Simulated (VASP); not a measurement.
**GaAs in VASP: how settings move the PBE single point**

Aim: see what changed inputs do to the PBE single point of GaAs (zincblende), under +4.2 % strain along z alone.

Program: VASP 6.6.1. PAW datasets, plane waves. Computed at 0 K without zero-point motion; spin polarisation is off.

## 1. The system as given

The cell comes from an earlier relaxation with r2SCAN in another program, then strained, with the atoms relaxed again.

Space group I-4m2 (No. 119), tetragonal; a = 4.007 Å, c = 5.907 Å in the conventional setting, 23.71 Å³ an atom. Around Ga lie 4 As at 2.49 Å; around As lie 4 Ga at 2.49 Å.

The structure in full:

```cif
data_structure
_symmetry_space_group_name_H-M 'P 1'
_symmetry_Int_Tables_number 1
_cell_length_a 4.0926
_cell_length_b 4.0926
_cell_length_c 4.0066
_cell_angle_alpha 60.693
_cell_angle_beta 60.693
_cell_angle_gamma 58.614
_cell_volume 47.41
loop_
_atom_site_label
_atom_site_type_symbol
_atom_site_fract_x
_atom_site_fract_y
_atom_site_fract_z
_atom_site_occupancy
Ga1 Ga 0.00000 0.00000 0.00000 1
As1 As 0.25000 0.25000 0.25000 1
```

## 2. Baseline

Contents of INCAR:

```
ENCUT = 520.000000
SIGMA = 0.020000
EDIFF = 1.00e-07
GGA = PE
PREC = Accurate
IBRION = -1
ISIF = 2
ISMEAR = -1
NBANDS = 16
NELM = 120
NSW = 0
LASPH = .TRUE.
LCHARG = .FALSE.
LWAVE = .FALSE.
LREAL = .FALSE.
```

Contents of KPOINTS:

```
KPOINTS created by Atomic Simulation Environment
0
Gamma
8 8 8
0 0 0
```

Contents of POSCAR:

```
Ga As
 1.0000000000000000
     0.0000000000000000    2.8330850946999999    2.9534912112999998
     2.8330850946999999    0.0000000000000000    2.9534912112999998
     2.8330850946999999    2.8330850946999999    0.0000000000000000
 Ga  As
   1   1
Cartesian
  0.0000000000000000  0.0000000000000000  0.0000000000000000
  1.4165425473500000  1.4165425473500000  1.4767456056499999
```

A file KPOINTS_OPT adds named points for the levels; it doesn't enter the self-consistent loop.

Potentials: the recommended PBE PAW datasets, 18 valence electrons.

The run is started by

```
$ mpirun -np 1 vasp_std
```

## 3. Variant 1

Contents of INCAR:

```
ENCUT = 520.000000
EDIFF = 1.00e-07
GGA = PE
PREC = Accurate
IBRION = -1
ISIF = 2
NBANDS = 16
NSW = 0
LASPH = .TRUE.
LCHARG = .FALSE.
LWAVE = .FALSE.
LREAL = .FALSE.
ISMEAR = 1
SIGMA = 0.01
AMIX = 0.2
NELM = 96
```

KPOINTS is that of step 2.

POSCAR is that of step 2.

## 4. Variant 2

INCAR, as its differences from that of step 2:

```diff
@@ -3,4 +3,2 @@
 EDIFF = 1.00e-07
-GGA = PE
-PREC = Accurate
 IBRION = -1
@@ -15 +13,3 @@
 LREAL = .FALSE.
+PREC = Medium
+GGA = PS
```

KPOINTS is that of step 2.

POSCAR is that of step 2.

## 5. Variant 3

INCAR, as its differences from that of step 2:

```diff
@@ -1,2 +1 @@
-ENCUT = 520.000000
 SIGMA = 0.020000
@@ -15 +14,2 @@
 LREAL = .FALSE.
+ENCUT = 700
```

KPOINTS is that of step 2.

POSCAR is that of step 2.

Q: Predict the outcome of this session. Wanted: for each run, changed; ending; energy change; pressure; electronic steps; usable.

**Answer**, as computed:

| run | changed | ending | energy change (meV/atom) | pressure (GPa) | gap on the mesh (eV; negative: overlap) | electronic steps | time | usable |
| --- | --- | --- | --- | --- | --- | --- | --- | --- |
| ref. | – | converged | 0 | 0.1 | 0.07 | 14 | 47 s | yes |
| 1 | ISMEAR = 1, SIGMA = 0.01, AMIX = 0.2, NELM = 96 | converged | 0.0 | 0.1 | 0.07 | 16 | 58 s | yes |
| 2 | PREC = Medium, GGA = PS | converged | – | -2.7 | 0.01 | 12 | 23 s | no |
| 3 | ENCUT = 700 | converged | 0.1 | 0.1 | 0.07 | 14 | 86 s | yes |

**Reading.** Of 3 altered inputs, 1 ended normally on a faulty or unsound input, 2 gave usable results. Among the usable ones with comparable energies, «ENCUT = 700» moves the energy most, by 0.1 meV/atom.
